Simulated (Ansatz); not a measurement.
## Sb2Se3 quintuple layer monolayer in a perpendicular field

Wanted: the out-of-plane response of the Sb2Se3 quintuple layer monolayer. A positive field points along +c.

Calculated with Ansatz 0.2.0; plane-wave DFT, PBE-D3(BJ), Ansatz PAW.

## (1) The structure

The cell holds 5 atoms: 3 Se and 2 Sb. Its edges and angles: a = 4.070 Å, b = 4.070 Å, c = 45.400 Å, α = 90.0°, β = 90.0°, γ = 120.0°. Vacuum lies along c.

## (2) Relaxation

The starting cell is a guess, so the in-plane lattice and the atoms are relaxed first, with the slab cut off from its images along the normal.

The input, input.yaml:

```yaml
crystal:
  lattice:
    - [4.07, 0.0, 0.0]
    - [-2.035, 3.5247233934, 0.0]
    - [0.0, 0.0, 45.4000000022]
  atoms:
    - { symbol: Se, position: [0.3333333333, 0.6666666667, 0.4207048458] }
    - { symbol: Sb, position: [0.6666666667, 0.3333333333, 0.4570484581] }
    - { symbol: Se, position: [0.0, 0.0, 0.5] }
    - { symbol: Sb, position: [0.3333333333, 0.6666666667, 0.5429515419] }
    - { symbol: Se, position: [0.6666666667, 0.3333333333, 0.5792951542] }
  periodic: [true, true, false]
kpoints:
  mp_grid: { grid: [12, 12, 1] }
hamiltonian:
  xc: pbe
  dispersion: d3bj
scf:
  occupations: { method: fermi_dirac, width: 0.05 }
  convergence: { dr2_threshold: 1.0e-09 }
relax:
  f_tol: 0.004
  max_steps: 90
  cell: {}
output:
  write_potential: true
  write_density: true
  volumetric_format: npy
```

Started as:

```
$ ansatz run input.yaml --threads 2 --pin off --max-ram 3072MiB --backend cpu --events-out ev --progress --plain --runs-dir out
```

Numbers of over 12 decimals in the logs are rounded to 6 here.

The program printed:

```text
Warning: relax.cell: scf.convergence.dr2_threshold = 1e-9 eV is looser than the 1.69010275792e-10 eV advised for a relaxation that steers and ends on the stress (1e-10 eV for each atom of the cell: 5, times the square of relax.cell.stress_2d_tol = 0.05 N/m over 17.2 Å (the atoms' height at the walk's start and 5 Å past either face), 2.907e-2 GPa, over a crystal's default 0.05). What an SCF threshold leaves in a stress goes as its square root, and in the free energy as the threshold itself, and one threshold admits the most on a small cell: [figures from the program's tests cut] Set scf.convergence.dr2_threshold to 1.69010275792e-10 eV or tighter. [rest of the remark cut]
Engine: ansatz 0.2.0, aarch64-unknown-linux-gnu
Pseudopotentials: kind: paw
Pseudopotential: Se, paw, valence charge 16, recommended cutoff 420 eV (normal), Se.paw.azcp
Pseudopotential: Sb, paw, valence charge 15, recommended cutoff 420 eV (normal), Sb.paw.azcp
Functional definition: PBE
  parameter kappa = 0.804
  parameter beta = 0.066725
  exchange = pbe_x(kappa = kappa, mu = beta*pi^2/3)
  correlation = pbe_c(beta = beta)
Crystal: 5 atoms, lattice volume = 651.291 Å³
Basis set: ecut = 420 eV, 12691 PW (Γ), exchange–correlation on 60×60×640 points (8 copies of the dense FFT grid, shifted against one another)
Bands: 47, of which v1, the nominal top of the filled ones, is band 39 counted from 1 (38 counted from 0)
Symmetry: 12 space group operations
Space group: P-3m1 (ITA 164), of the structure as read, at distance tolerance 8.7e-5 Å
k-points: 19 of 144
Non-local potential: Se, projectors of the file, l = 0: 2, l = 1: 2, l = 2: 3, l = 3: 1
Non-local potential: Sb, projectors of the file, l = 0: 2, l = 1: 2, l = 2: 2, l = 3: 2
PAW form: soft (Blöchl's): semilocal exchange-correlation on the pseudo side does not see the compensation charge
PAW one-centre angular grid: Se, 590 points (default); XC on 64 Gauss nodes
PAW one-centre angular grid: Sb, 590 points (default); XC on 64 Gauss nodes
Initial density: superposition of atomic densities (neutral atoms: chi_scale 0, normalization atom), corrected by the library's trained network
Initial wavefunctions: pseudopotential atomic-orbital guess
Functional: x = pbe(κ = 0.804, μ = 0.219515), c = pbe(β = 0.066725)
SCF iter   1: F=—  HF=-29378.967559 eV  |F-HF|=—  |Δ(HF+E_count)|=         —  Δρ=5.57e-4  dr2=3.85e-3  ethr=1.77e-3  ⟨swp⟩=17.6  Hψ=5273  notcnv=0  defer=7
preconditioner: auto → Resta (q_TF=auto, 1.915 Å⁻¹)  ε∞=1.8  [insulator: Δε(μ)=0.743 eV  Ē_g=8.746 eV  σ=0.050 eV  W_gap=1.00  n_scr=92 (ndim 8)  ℏωp=7.7 eV  f_vac=0.764  D(μ)=0.00/eV (n_scr^D=0)  ε∞_Penn≈1.8  vacuum switching on, ρ_ref=5.5e-3 e/Å³]
SCF iter   2: F=—  HF=-29378.965459 eV  |F-HF|=—  |Δ(HF+E_count)|=   2.10e-3  Δρ=4.53e-4  dr2=1.02e-2  ethr=4.93e-6  ⟨swp⟩=4.4  Hψ=2219  notcnv=0  defer=27
SCF iter   3: F=—  HF=-29378.964800 eV  |F-HF|=—  |Δ(HF+E_count)|=   6.59e-4  Δρ=2.79e-4  dr2=1.67e-3  ethr=4.93e-6  ⟨swp⟩=2.0  Hψ=1029  notcnv=0  defer=27
SCF iter   4: F=—  HF=-29378.964934 eV  |F-HF|=—  |Δ(HF+E_count)|=   1.33e-4  Δρ=9.90e-5  dr2=1.00e-4  ethr=2.14e-6  ⟨swp⟩=1.9  Hψ=958  notcnv=0  defer=27
SCF iter   5: F=—  HF=-29378.965024 eV  |F-HF|=—  |Δ(HF+E_count)|=   9.05e-5  Δρ=3.26e-5  dr2=9.50e-6  ethr=1.28e-7  ⟨swp⟩=3.2  Hψ=1380  notcnv=0  defer=27
SCF iter   6: F=—  HF=-29378.965027 eV  |F-HF|=—  |Δ(HF+E_count)|=   2.81e-6  Δρ=1.07e-5  dr2=1.70e-6  ethr=1.22e-8  ⟨swp⟩=3.4  Hψ=1570  notcnv=0  defer=27
SCF iter   7: F=—  HF=-29378.965068 eV  |F-HF|=—  |Δ(HF+E_count)|=   4.12e-5  Δρ=2.77e-6  dr2=1.20e-7  ethr=2.18e-9  ⟨swp⟩=2.6  Hψ=1482  notcnv=0  defer=27
SCF iter   8: F=—  HF=-29378.965068 eV  |F-HF|=—  |Δ(HF+E_count)|=   2.33e-7  Δρ=1.14e-6  dr2=1.07e-8  ethr=1.54e-10  ⟨swp⟩=3.1  Hψ=1554  notcnv=0  defer=27
SCF iter   9: F=-29378.965068 eV  HF=-29378.965068 eV  |F-HF|=2.99e-9  |Δ(HF+E_count)|=   4.32e-8  Δρ=3.87e-7  dr2=8.88e-10  ethr=1.28e-12  ⟨swp⟩=9.9  Hψ=7064  notcnv=0
SCF 1 converged in 9 iterations: F = -29378.965068 eV  dr2 = 8.88e-10
  greatest PAW one-centre occupation: 1.000 electrons in one spin orbital (limit 2), on the Se atom at site 4 (counted from 0), in its partial waves of l = 2
relax step   1: F+E_penalty+E_count = -29378.96506841 eV  Δ(F+E_penalty+E_count) = +0.000e0 eV  max|allowed force component| = 7.887e-1 eV/Å  Δτ_max = 0.0000 Å  P = -3.604 N/m  Ω = 651.291 Å³  fix = [c, alpha, beta]  reactions: c -0.000 N/m  (9 SCF iters, accepted)
Crystal: 5 atoms, lattice volume = 639.693 Å³
Basis set: ecut = 420 eV, 12547 PW (Γ), exchange–correlation on 60×60×640 points (8 copies of the dense FFT grid, shifted against one another)
Initial density: handed on by an earlier stage of this run
Initial wavefunctions: those handed on with the density
iter 1 solved again at ethr=9.35e-5 eV; its pass at ethr=3.10e-3 eV (dr2=7.29e-2 eV) is discarded
SCF iter   1: F=—  HF=-29379.099735 eV  |F-HF|=—  |Δ(HF+E_count)|=         —  Δρ=2.42e-3  dr2=7.48e-2  ethr=9.35e-5  ⟨swp⟩=3.3  Hψ=4725  notcnv=0
preconditioner: auto → Resta (q_TF=auto, 1.921 Å⁻¹)  ε∞=1.7  [insulator: Δε(μ)=0.485 eV  Ē_g=9.123 eV  σ=0.050 eV  W_gap=0.96  n_scr=80 (ndim 8)  ℏωp=7.8 eV  f_vac=0.773  D(μ)=0.02/eV (n_scr^D=0)  ε∞_Penn≈1.7  vacuum switching on, ρ_ref=6.0e-3 e/Å³]
SCF iter   2: F=—  HF=-29379.106112 eV  |F-HF|=—  |Δ(HF+E_count)|=   6.38e-3  Δρ=1.87e-3  dr2=1.46e-1  ethr=9.35e-5  ⟨swp⟩=4.4  Hψ=1522  notcnv=0
SCF iter   3: F=—  HF=-29379.091373 eV  |F-HF|=—  |Δ(HF+E_count)|=   1.47e-2  Δρ=1.11e-3  dr2=1.35e-2  ethr=9.35e-5  ⟨swp⟩=3.9  Hψ=1441  notcnv=0
SCF iter   4: F=—  HF=-29379.090201 eV  |F-HF|=—  |Δ(HF+E_count)|=   1.17e-3  Δρ=3.17e-4  dr2=4.87e-4  ethr=1.74e-5  ⟨swp⟩=2.2  Hψ=1247  notcnv=0  defer=2
SCF iter   5: F=—  HF=-29379.090266 eV  |F-HF|=—  |Δ(HF+E_count)|=   6.50e-5  Δρ=8.03e-5  dr2=3.36e-5  ethr=6.24e-7  ⟨swp⟩=2.8  Hψ=1323  notcnv=0  defer=2
SCF iter   6: F=—  HF=-29379.090261 eV  |F-HF|=—  |Δ(HF+E_count)|=   5.00e-6  Δρ=1.33e-5  dr2=1.07e-6  ethr=4.31e-8  ⟨swp⟩=3.0  Hψ=1653  notcnv=0  defer=2
SCF iter   7: F=—  HF=-29379.090301 eV  |F-HF|=—  |Δ(HF+E_count)|=   4.03e-5  Δρ=4.08e-6  dr2=1.29e-7  ethr=1.37e-9  ⟨swp⟩=3.1  Hψ=1656  notcnv=0  defer=3
SCF iter   8: F=—  HF=-29379.090301 eV  |F-HF|=—  |Δ(HF+E_count)|=   1.65e-7  Δρ=1.56e-6  dr2=1.95e-8  ethr=1.65e-10  ⟨swp⟩=2.9  Hψ=1316  notcnv=0  defer=3
SCF iter   9: F=—  HF=-29379.090301 eV  |F-HF|=—  |Δ(HF+E_count)|=   3.31e-8  Δρ=3.97e-7  dr2=1.61e-9  ethr=2.51e-11  ⟨swp⟩=3.9  Hψ=1886  notcnv=0  defer=3
[...]
SCF iter   3: F=—  HF=-29379.119218 eV  |F-HF|=—  |Δ(HF+E_count)|=   1.31e-2  Δρ=3.45e-4  dr2=3.35e-3  ethr=5.25e-5  ⟨swp⟩=3.5  Hψ=1335  notcnv=0
SCF iter   4: F=—  HF=-29379.118685 eV  |F-HF|=—  |Δ(HF+E_count)|=   5.33e-4  Δρ=9.75e-5  dr2=7.53e-5  ethr=4.30e-6  ⟨swp⟩=2.6  Hψ=1242  notcnv=0  defer=1
SCF iter   5: F=—  HF=-29379.118673 eV  |F-HF|=—  |Δ(HF+E_count)|=   1.26e-5  Δρ=3.97e-5  dr2=7.25e-6  ethr=9.65e-8  ⟨swp⟩=3.1  Hψ=1453  notcnv=0  defer=1
SCF iter   6: F=—  HF=-29379.118717 eV  |F-HF|=—  |Δ(HF+E_count)|=   4.45e-5  Δρ=7.12e-6  dr2=3.24e-7  ethr=9.30e-9  ⟨swp⟩=2.8  Hψ=1499  notcnv=0  defer=1
SCF iter   7: F=—  HF=-29379.118717 eV  |F-HF|=—  |Δ(HF+E_count)|=   3.23e-7  Δρ=1.65e-6  dr2=2.48e-8  ethr=4.16e-10  ⟨swp⟩=3.1  Hψ=1854  notcnv=0  defer=1
SCF iter   8: F=—  HF=-29379.118717 eV  |F-HF|=—  |Δ(HF+E_count)|=   2.44e-8  Δρ=6.45e-7  dr2=2.21e-9  ethr=3.19e-11  ⟨swp⟩=3.0  Hψ=1863  notcnv=0  defer=1
SCF iter   9: F=-29379.118717 eV  HF=-29379.118717 eV  |F-HF|=3.93e-10  |Δ(HF+E_count)|=   4.85e-9  Δρ=1.82e-7  dr2=2.02e-10  ethr=1.28e-12  ⟨swp⟩=11.1  Hψ=5734  notcnv=0
SCF 3 converged in 9 iterations: F = -29379.118717 eV  dr2 = 2.02e-10
  greatest PAW one-centre occupation: 1.000 electrons in one spin orbital (limit 2), on the Se atom at site 2 (counted from 0), in its partial waves of l = 2
relax step   3: F+E_penalty+E_count = -29379.11871744 eV  Δ(F+E_penalty+E_count) = -2.842e-2 eV  max|allowed force component| = 9.813e-3 eV/Å  Δτ_max = 0.0310 Å  P = -0.346 N/m  Ω = 636.205 Å³  energy of the carried Pulay correction = +3.947e-4 eV  fix = [c, alpha, beta]  reactions: c -0.000 N/m  (9 SCF iters, accepted)
[...]
relax step   4: F+E_penalty+E_count = -29379.11991666 eV  Δ(F+E_penalty+E_count) = -1.199e-3 eV  max|allowed force component| = 8.951e-3 eV/Å  Δτ_max = 0.0096 Å  P = -0.069 N/m  Ω = 632.346 Å³  energy of the carried Pulay correction = +4.971e-4 eV  fix = [c, alpha, beta]  reactions: c -0.000 N/m  (7 SCF iters, accepted)
[...]
relax step   5: F+E_penalty+E_count = -29379.11999211 eV  Δ(F+E_penalty+E_count) = -7.546e-5 eV  max|allowed force component| = 3.624e-4 eV/Å  Δτ_max = 0.0029 Å  P = -0.001 N/m  Ω = 631.409 Å³  energy of the carried Pulay correction = +5.221e-4 eV  fix = [c, alpha, beta]  reactions: c -0.000 N/m  (7 SCF iters, accepted)
Basis set: ecut = 420 eV, 12439 PW (Γ), exchange–correlation on 54×54×640 points (8 copies of the dense FFT grid, shifted against one another)
Initial wavefunctions: pseudopotential atomic-orbital guess (no wavefunctions were taken with the density)
iter 1 solved again at ethr=6.07e-7 eV; its pass at ethr=3.10e-3 eV (dr2=4.73e-4 eV) is discarded
SCF iter   1: F=—  HF=-29379.119361 eV  |F-HF|=—  |Δ(HF+E_count)|=         —  Δρ=1.11e-5  dr2=1.21e-7  ethr=6.07e-7  ⟨swp⟩=5.1  Hψ=8421  notcnv=0
eigensolver tolerance schedule: the retry pair's looser diagonalisation over-reported the residual by 3905.50 of it (diagonalisation noise at 3.25 of the residual, at the tolerance the schedule requests for it); recorded, not acted on — ethr = c·dr2/N_el stays at c = 1.0e-1
SCF iter   2: F=—  HF=-29379.119422 eV  |F-HF|=—  |Δ(HF+E_count)|=   6.05e-5  Δρ=6.03e-6  dr2=8.10e-8  ethr=1.55e-10  ⟨swp⟩=5.0  Hψ=2816  notcnv=0
SCF iter   3: F=—  HF=-29379.119422 eV  |F-HF|=—  |Δ(HF+E_count)|=   7.05e-8  Δρ=2.67e-6  dr2=5.20e-8  ethr=1.04e-10  ⟨swp⟩=3.6  Hψ=1584  notcnv=0
SCF iter   4: F=—  HF=-29379.119422 eV  |F-HF|=—  |Δ(HF+E_count)|=   2.19e-8  Δρ=1.54e-6  dr2=7.84e-8  ethr=6.67e-11  ⟨swp⟩=2.1  Hψ=1038  notcnv=0
SCF iter   5: F=—  HF=-29379.119422 eV  |F-HF|=—  |Δ(HF+E_count)|=   6.77e-9  Δρ=6.89e-7  dr2=4.35e-9  ethr=6.67e-11  ⟨swp⟩=1.7  Hψ=989  notcnv=0
SCF iter   6: F=-29379.119422 eV  HF=-29379.119422 eV  |F-HF|=1.24e-10  |Δ(HF+E_count)|=  8.37e-10  Δρ=1.35e-7  dr2=8.47e-11  ethr=1.28e-12  ⟨swp⟩=12.0  Hψ=6538  notcnv=0
SCF 6 converged in 6 iterations: F = -29379.119422 eV  dr2 = 8.47e-11
relax step   6: F+E_penalty+E_count = -29379.11942170 eV  Δ(F+E_penalty+E_count) = +5.704e-4 eV  max|allowed force component| = 2.739e-4 eV/Å  Δτ_max = 0.0000 Å  P = +0.002 N/m  Ω = 631.409 Å³  fix = [c, alpha, beta]  reactions: c +0.000 N/m  stress off target by 2.27e-3 N/m on what of the cell is left free  SCF on the basis re-selected at this cell (its energy is not comparable with the rows above)  (6 SCF iters)
basis re-selected at this cell: Δ(F+E_penalty+E_count) = +5.704e-4 eV, ΔP = +0.003 N/m vs the last step (what re-selecting the basis moved, of the pressure what is left beyond the Pulay correction that the steps carried, after the strain that the cell walked since its last selection, with what the two solves' SCF thresholds leave and, on support functions, any second-order correction that the steps lacked; it is no measure of the basis error at this ecutwfc). The dense FFT grid was sized anew with the basis: this SCF ran on 27×27×320 points, the steps before it on 30×30×320, so part of this shift can come from that change (see relax.cell in the input reference). [rest of the remark cut]
SCF converged after 6 iterations
Free energy (F): -29379.119422 eV
Harris-Foulkes:  -29379.119422 eV  (|F-HF|=1.24e-10)
Internal energy: -29379.119309 eV  (E = F + TS)
E sigma→0 (E₀):  -29379.119365 eV
Entropy (-TS):   -0.000113 eV (-0.023 meV/atom)
Fermi energy:    -5.033983 eV
--- Per-component energies (eV) ---
  E_band       = -2582.307985
  E_kinetic    = 766.685691
  E_local      = -343928.599935  (includes V_loc(G=0)·N_el)
  E_nonlocal   = -1064.597831
  E_hartree    = 171228.098041
  E_xc         = -589.271096
  E_vxc        = -486.324097  (∫ρ·V_xc dr)
  E_paw        = -14881.002532  (= ΣΔE_a)
  E_vpaw       = -325.664733  (= ΣTr[D̂ρ^β])
  E_aug_tail   = -0.001777  (compensation charges beyond the density's cutoff)
  E_ewald      = 159091.213877
  E_disp       = -1.643745  (pairwise vdW)
  E_smearing   = -0.000113  (= −TS)
  E_closure    = 0.000000  (closes the sum)
  Σ components = -29379.119422   (vs F -29379.119422, Δ=0.00e0)
--- Forces (eV/Å), atoms counted from 1 ---
  atom   1  Se    -0.00000000    -0.00000000     0.00027390
  atom   2  Sb     0.00000000     0.00000000    -0.00010286
  atom   3  Se     0.00000000     0.00000000     0.00000000
  atom   4  Sb     0.00000000    -0.00000000     0.00010286
  atom   5  Se    -0.00000000     0.00000000    -0.00027390
  max |Σ_I F_I| component: 9.25e-18 eV/Å
--- 2D stress c σ (N/m, compression-positive) ---
        0.002272      -0.000000      -0.000000
        0.000000       0.002272       0.000000
       -0.000000       0.000000       0.000000
  P = ½ c Tr σ = 0.0023 N/m
--- Band table (eV; the first three rows and the last of 19) ---
  k-point 0: bands = [... 35 lower, -6.5916, -6.5916, -6.4744, -5.7062, -4.8092, -3.8400, -3.8400, -2.9468, ... 4 higher]
  k-point 1: bands = [... 35 lower, -7.0391, -6.5301, -6.0334, -5.4384, -4.4173, -3.9625, -3.7210, -2.9530, ... 4 higher]
  k-point 2: bands = [... 35 lower, -7.2995, -6.5080, -5.9363, -5.5450, -4.1030, -3.4663, -3.3535, -2.8610, ... 4 higher]
  k-point 18: bands = [... 35 lower, -8.3296, -7.4047, -6.0370, -6.0370, -3.6416, -2.7085, -2.7085, -1.4552, ... 4 higher]
  the weakly bound empty levels are not read free of the cell's end (no_gap_told)
--- Relaxed structure (5 steps of the walk, 5 accepted, 1 SCFs on fresh bases) ---
  F+E_penalty+E_count = -29379.11942170 eV   max|allowed force component| = 2.739e-4 eV/Å   (the final SCF, on the basis selected at the relaxed cell)
  cell:  # Å, volume = 631.4086 Å³
    - [4.007394, 0, 0]
    - [-2.003697, 3.470505, 0]
    - [0, 0, 45.4000000022]
  atoms:
    - { symbol: Se, position: [0.333333, 0.666667, 0.424097] }
    - { symbol: Sb, position: [0.666667, 0.333333, 0.458563] }
    - { symbol: Se, position: [0, 0, 0.5] }
    - { symbol: Sb, position: [0.333333, 0.666667, 0.541437] }
    - { symbol: Se, position: [0.666667, 0.333333, 0.575903] }
```

It took 87 s on 2 threads of Arm Neoverse V2, shared host; peak memory 1.1 GiB.

Step by step:

| step | energy less that of the first step (eV) | largest force component (eV/Å) | volume (Å³) |
| --- | --- | --- | --- |
| 1 | 0.0000 | 0.7887 | 651.29 |
| 2 | -0.1252 | 0.5254 | 639.69 |
| 3 | -0.1536 | 0.0098 | 636.20 |
| 4 | -0.1548 | 0.0090 | 632.35 |
| 5 | -0.1549 | 0.0004 | 631.41 |
| 6* | -0.1544 | 0.0003 | 631.41 |

Relaxation steps marked * repeat the geometry before them on a plane-wave basis chosen anew for their cell, so energy and pressure can jump there.

Forces are held to the 12 operations that the run works with; a distortion that breaks them can't arise in this run.

| cell as run | before | after | change |
| --- | --- | --- | --- |
| a (Å) | 4.070 | 4.007 | -1.5 % |
| b (Å) | 4.070 | 4.007 | -1.5 % |

The atoms that moved most (Å, along periodic axes as changes of fractional coordinates times the final cell, across vacuum about the mean position):

| atom | dx | dy | dz | length |
| --- | --- | --- | --- | --- |
| Se1 | 0.000 | 0.000 | 0.154 | 0.154 |
| Se5 | 0.000 | 0.000 | -0.154 | 0.154 |
| Sb4 | 0.000 | 0.000 | -0.069 | 0.069 |
| Sb2 | 0.000 | 0.000 | 0.069 | 0.069 |

The relaxed structure:

```xyz
5
Lattice="4.0074 0.0000 0.0000 -2.0037 3.4705 0.0000 0.0000 0.0000 45.4000" Properties=species:S:1:pos:R:3
Se    0.0000    2.3137   19.2540
Sb    2.0037    1.1568   20.8187
Se    0.0000    0.0000   22.7000
Sb    0.0000    2.3137   24.5813
Se    2.0037    1.1568   26.1460
```

This step gave:

* energy at zero smearing: -29379.1194 eV

The lattice constant a goes from 4.070 to 4.007 Å.

[end of part 1 of 2]

[Logs are printed without paths, hosts, clocks, repeated set-up lines and the standing remarks that a program may print on its own settings, such as how far it seeks lower states.]

[Hosts, paths, dates, database ids (printed as entryN), source tags and the programs' standing remarks are cut or masked in the printed files.]

[Maps of the electrostatic potential energy from Ansatz leave out the sawtooth potential of an applied field or a dipole correction, so their vacuum need not be flat; planar profiles and work functions include it.]
